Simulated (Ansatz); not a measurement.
## SiO2 — XPS core lines

Cell: an entry of the Crystallography Open Database (COD; perhaps a calculated or model structure), its atoms then relaxed with PBE in this cell, repeated to a supercell; a hole's nearest image is 7.0 Å away.

Space group P4_32_12 (No. 96); a = 4.9329, c = 6.4645 Å.

```csv
site,Wyckoff,site symmetry,x,y,z
Si1,4a,..2,0.8169,0.8169,0.5000
O9,8b,1,0.2693,0.3637,0.8000
```

One atom of each set is listed; the run and its k-mesh use a cell of 24 atoms with edges of 8.13, 8.13, 6.98 Å.

Level of theory: DFT, PBE, plane waves and PAW, scalar-relativistic, 420 eV cutoff, Γ-centred 3×3×3 k-points, fixed occupations (Ansatz 0.2.0).

Each value is a total-energy difference between the cell with one core hole and the ground state (ΔSCF), counted from the top of the valence band. The valence electrons get no spin in the cell with the hole, so they can't polarise against the unpaired core electron; that puts absolute values high, by some tenths of an eV and in some cases by about 1 eV. The periodic images are corrected with the calculated ε∞ = 2.46, 2.46, 2.39.

Q: Give the Si 2p, O 1s lines of each distinct site.

A: 

```tsv
line	atom	first shell	E_B (eV)	j = l + ½ / j = l − ½ (eV)
Si 2p	1	4 O at 1.63 Å	100.1	99.9 / 100.5
O 1s	9	2 Si at 1.63 Å, angle 137°	529.0	–
```

For p, d and f shells E_B is the weighted mean of the two lines, whose splitting comes from the free atom's Dirac orbitals.

The program doubts some values: the potential far from the hole hasn't levelled off. Absolute PBE values can be off by an eV or more. Multiplets, satellites and widths aren't calculated.

The cell is 8 % smaller than that of α-cristobalite at ambient conditions, so the entry probably stands for a crystal under pressure.

The run took 2.6 min of wall time (2.6 min of CPU time) and 0.68 GiB at its peak, on 1 thread of Arm Neoverse V1 (aarch64; 8 cores open to the job, memory cap 2.5 GiB, no GPU), a shared host with a load of 0.3 a core.
